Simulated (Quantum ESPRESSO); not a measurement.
# InP (I-4m2) in Quantum ESPRESSO: single point with PBEsol

Aim: the single point of InP with PBEsol.

Program: Quantum ESPRESSO 7.5. These are calculated values, not measurements. Logs are shortened: lines on timing, memory, paths and dates and some standing lists are left out, and cuts for length are marked.

## 1. The structure

The structure is tetragonal, space group I-4m2 (No. 119). The conventional cell has a = 4.001 Å, b = 4.001 Å, c = 6.173 Å, α = 90.00°, β = 90.00°, γ = 90.00°. In (site symmetry -4m2) is surrounded by 4 P at 2.53 Å. P (site symmetry -4m2) has 4 In at 2.53 Å as nearest neighbours.

Measurements of this composition are mostly on another form, of space group No. 216.

## 2. Single point, PBEsol

pw.in reads:

```
&CONTROL
  calculation = 'scf'
  prefix = 'pwscf'
  outdir = './tmp'
  pseudo_dir = './pseudo'
  tprnfor = .true.
  tstress = .true.
  disk_io = 'nowf'
/
&SYSTEM
  ibrav = 0
  nat = 2
  ntyp = 2
  ecutwfc = 70
  nbnd = 15
  occupations = 'smearing'
  smearing = 'gaussian'
  degauss = 0.00073499
/
&ELECTRONS
  conv_thr = 4d-10
  electron_maxstep = 120
  mixing_beta = 0.5
/
ATOMIC_SPECIES
In   114.8180 In.upf
P     30.9738 P.upf
CELL_PARAMETERS angstrom
   0.0000000000    2.8293000000    3.0863250000
   2.8293000000    0.0000000000    3.0863250000
   2.8293000000    2.8293000000    0.0000000000
ATOMIC_POSITIONS crystal
In     0.0000000000    0.0000000000    0.0000000000
P      0.2500000000    0.2500000000    0.2500000000
K_POINTS automatic
8 8 8 0 0 0
```

Potentials or basis: PseudoDojo 0.4.1 SR PBEsol standard.

Started as:

```console
> OMP_NUM_THREADS=1 pw.x -in pw.in > pw.out
```

pw.out:

```text
This program is part of the open-source Quantum ESPRESSO suite
     for quantum simulation of materials; please cite
[... 9 lines left out ...]
     --------------------
     sticks:   dense  smooth     PW     G-vecs:    dense   smooth      PW
     Sum        1173    1173    347                26327    26327    4273

     Using Slab Decomposition

     bravais-lattice index     =            0
     lattice parameter (alat)  =       7.9121  a.u.
     unit-cell volume          =     333.4466 (a.u.)^3
     number of atoms/cell      =            2
     number of atomic types    =            2
     number of electrons       =        18.00
     number of Kohn-Sham states=           15
     kinetic-energy cutoff     =      70.0000  Ry
     charge density cutoff     =     280.0000  Ry
     scf convergence threshold =      4.0E-10
     mixing beta               =       0.5000
     number of iterations used =            8  plain     mixing
     Exchange-correlation= PBESOL
                           (   1   4  10   8   0   0   0)

     celldm(1)=   7.912141  celldm(2)=   0.000000  celldm(3)=   0.000000
     celldm(4)=   0.000000  celldm(5)=   0.000000  celldm(6)=   0.000000

     crystal axes: (cart. coord. in units of alat)
               a(1) = (   0.000000   0.675747   0.737134 )
               a(2) = (   0.675747   0.000000   0.737134 )
               a(3) = (   0.675747   0.675747   0.000000 )

     reciprocal axes: (cart. coord. in units 2 pi/alat)
               b(1) = ( -0.739922  0.739922  0.678303 )
               b(2) = (  0.739922 -0.739922  0.678303 )
               b(3) = (  0.739922  0.739922 -0.678303 )

     PseudoPot. # 1 for In read from file:
     In.upf
     Pseudo is Norm-conserving + core correction, Zval = 13.0
     Generated using ONCVPSP code by D. R. Hamann
     Using radial grid of 1940 points,  6 beta functions with:
                l(1) =   0
                l(2) =   0
                l(3) =   1
                l(4) =   1
                l(5) =   2
                l(6) =   2

     PseudoPot. # 2 for P  read from file:
     P.upf
     Pseudo is Norm-conserving + core correction, Zval =  5.0
     Generated using ONCVPSP code by D. R. Hamann
     Using radial grid of 1298 points,  6 beta functions with:
                l(1) =   0
                l(2) =   0
                l(3) =   1
                l(4) =   1
                l(5) =   2
                l(6) =   2

     atomic species   valence    mass     pseudopotential
     In               13.00   114.81800     In( 1.00)
     P                 5.00    30.97380     P ( 1.00)

      8 Sym. Ops. (no inversion) found

   Cartesian axes

     site n.     atom                  positions (alat units)
         1        In     tau(   1) = (   0.0000000   0.0000000   0.0000000  )
         2        P      tau(   2) = (   0.3378733   0.3378733   0.3685670  )

     number of k points=    59  Gaussian smearing, width (Ry)=  0.0007
                       cart. coord. in units 2pi/alat
        k(    1) = (   0.0000000   0.0000000   0.0000000), wk =   0.0039062
        k(    2) = (   0.0924903   0.0924903  -0.0847878), wk =   0.0312500
        k(    3) = (   0.1849806   0.1849806  -0.1695757), wk =   0.0312500
        k(    4) = (   0.2774709   0.2774709  -0.2543635), wk =   0.0312500
        k(    5) = (  -0.3699612  -0.3699612   0.3391513), wk =   0.0156250
        k(    6) = (   0.1849806   0.0000000   0.0000000), wk =   0.0156250
[... 51 lines left out ...]
        k(   58) = (  -0.7399224   0.5549418   0.0000000), wk =   0.0156250
        k(   59) = (   0.0000000   0.0000000  -0.6783027), wk =   0.0039062

     Dense  grid:    26327 G-vectors     FFT dimensions: (  45,  45,  45)

     Initial potential from superposition of free atoms

     starting charge      17.9964, renormalised to      18.0000
     Starting wfcs are   13 randomized atomic wfcs +    2 random wfcs

     Self-consistent Calculation

     iteration #  1     ecut=    70.00 Ry     beta= 0.50
     Davidson diagonalization with overlap
     ethr =  1.00E-02,  avg # of iterations =  4.7

     Threshold (ethr) on eigenvalues was too large:
     Diagonalizing with lowered threshold

     Davidson diagonalization with overlap
     ethr =  5.51E-04,  avg # of iterations =  1.8

     total energy              =    -146.44355139 Ry
     estimated scf accuracy    <       0.09697393 Ry
[... 50 lines left out ...]
     iteration #  9     ecut=    70.00 Ry     beta= 0.50
     Davidson diagonalization with overlap
     ethr =  7.33E-12,  avg # of iterations =  2.2

     End of self-consistent calculation

          k = 0.0000 0.0000 0.0000 (  3327 PWs)   bands (ev):

    -6.9941  -6.9664  -6.9664  -6.8273  -6.8109  -4.3756   6.9540   7.4363
     7.4363   7.9500  11.2975  11.2975  11.4267  15.4889  16.1173
[... 93 lines left out ...]
    -7.1436  -6.9042  -6.8747  -6.8518  -6.7927  -1.8507   1.6671   3.8643
     5.1129   9.3146  11.3981  14.3022  14.6850  15.9894  17.2161

          k =-0.7399 0.0000 0.0000 (  3294 PWs)   bands (ev):

    -7.1734  -6.8823  -6.8792  -6.8473  -6.7780  -1.7895   1.5923   4.7121
     4.7493   8.7333   9.1914  16.3461  16.6775  16.7056  17.5852

          k = 0.0000 0.0000 0.1696 (  3307 PWs)   bands (ev):
[... 101 lines left out ...]
    -7.1382  -6.9202  -6.8706  -6.8459  -6.7939  -1.8988   1.7643   4.0799
     4.8785   9.9832  11.3025  12.4257  14.2553  16.7284  18.8562

          k =-0.7399 0.0000 0.1696 (  3308 PWs)   bands (ev):

    -7.1582  -6.9020  -6.8733  -6.8447  -6.7858  -1.7578   1.6467   4.4481
     4.4802   9.5687   9.9524  14.1529  14.4988  17.9949  19.0856

          k =-0.0000 0.5549-0.3392 (  3310 PWs)   bands (ev):
[... 41 lines left out ...]
    -7.1268  -6.9024  -6.8895  -6.8417  -6.7962  -2.5112   1.8469   4.8695
     5.2155  10.4948  10.9812  13.2656  15.4385  15.7598  18.5949

          k =-0.7399 0.3700 0.0000 (  3290 PWs)   bands (ev):

    -7.1303  -6.9083  -6.8829  -6.8379  -6.8031  -1.8548   1.4686   4.2521
     4.2642  11.6277  11.8421  13.2891  13.7437  17.0101  18.0847

          k =-0.7399 0.0000 0.3392 (  3308 PWs)   bands (ev):

    -7.1404  -6.9243  -6.8678  -6.8393  -6.7961  -1.7254   1.7068   4.2097
     4.2526  11.1333  11.1950  12.0517  12.8064  18.2860  19.3533

          k =-0.0000-0.0000 0.5087 (  3272 PWs)   bands (ev):
[... 11 lines left out ...]
    -7.1464  -6.8853  -6.8750  -6.8519  -6.7902  -2.2234   1.3163   4.7363
     5.3905   9.6412  10.6528  14.8531  15.7950  16.6678  18.3637

          k =-0.7399 0.5549 0.0000 (  3284 PWs)   bands (ev):

    -7.1441  -6.8898  -6.8764  -6.8466  -6.7941  -2.0209   1.1713   4.7544
     4.7849  10.2949  10.8783  14.7888  15.0256  17.1239  18.4663

          k = 0.0000 0.0000-0.6783 (  3284 PWs)   bands (ev):

    -7.1596  -6.8679  -6.8679  -6.8625  -6.7848  -2.1131   1.0303   5.2317
     5.2317   9.2401   9.9701  15.9145  16.9484  16.9484  18.3894

     the Fermi energy is     7.7604 ev

!    total energy              =    -146.46450733 Ry
     estimated scf accuracy    <          2.0E-10 Ry
     smearing contrib. (-TS)   =      -0.00000000 Ry
     internal energy E=F+TS    =    -146.46450733 Ry

     The total energy is F=E-TS. E is the sum of the following terms:
     one-electron contribution =     -48.71990075 Ry
     hartree contribution      =      36.36906255 Ry
     xc contribution           =     -43.77085481 Ry
     ewald contribution        =     -90.34281432 Ry

     convergence has been achieved in   9 iterations

     Forces acting on atoms (cartesian axes, Ry/au):

     atom    1 type  1   force =     0.00000000    0.00000000   -0.00000000
     atom    2 type  2   force =     0.00000000    0.00000000    0.00000000

     Total force =     0.000000     Total SCF correction =     0.000000

     Computing stress (Cartesian axis) and pressure

          total   stress  (Ry/bohr**3)                   (kbar)     P=       18.48
   0.00022201   0.00000000  -0.00000000           32.66        0.00       -0.00
  -0.00000000   0.00022201   0.00000000           -0.00       32.66        0.00
   0.00000000   0.00000000  -0.00006724            0.00        0.00       -9.89

=------------------------------------------------------------------------------=
   JOB DONE.
=------------------------------------------------------------------------------=
```

Wall time 71 s (1 thread of Intel Xeon Platinum 8375C at 2.90GHz (Ice Lake), shared host); peak memory 0.1 GiB.

What came out:

| Item | Value |
| --- | --- |
| Free energy | -1992.7511 eV |
| Pressure | 1.8 GPa |
| Band gap on the k mesh | 0.51 eV, direct |

Stress tensor (GPa, compression positive):
```
 3.27  0.00  0.00
 0.00  3.27  0.00
 0.00  0.00 -0.99
```

Levels at points of the mesh, in eV from the valence-band top:
```tsv
k point	band 7	band 8	band 9	band 10	band 11	band 12
(0.00, 0.00, 0.00)	-0.48	0.00	0.00	0.51	3.86	3.86
(0.00, 0.00, -0.50)	-6.04	-1.47	-0.84	1.16	4.43	4.91
(0.00, -0.50, -0.50)	-5.84	-2.72	-2.69	1.30	1.76	8.91
(-0.50, -0.50, 0.00)	-6.41	-2.20	-2.20	1.80	2.53	8.48
```

Caveat: spin-orbit coupling is left out, which moves the levels of the heavy elements. PBEsol gaps usually lie below the measured ones, often by a third to a half.
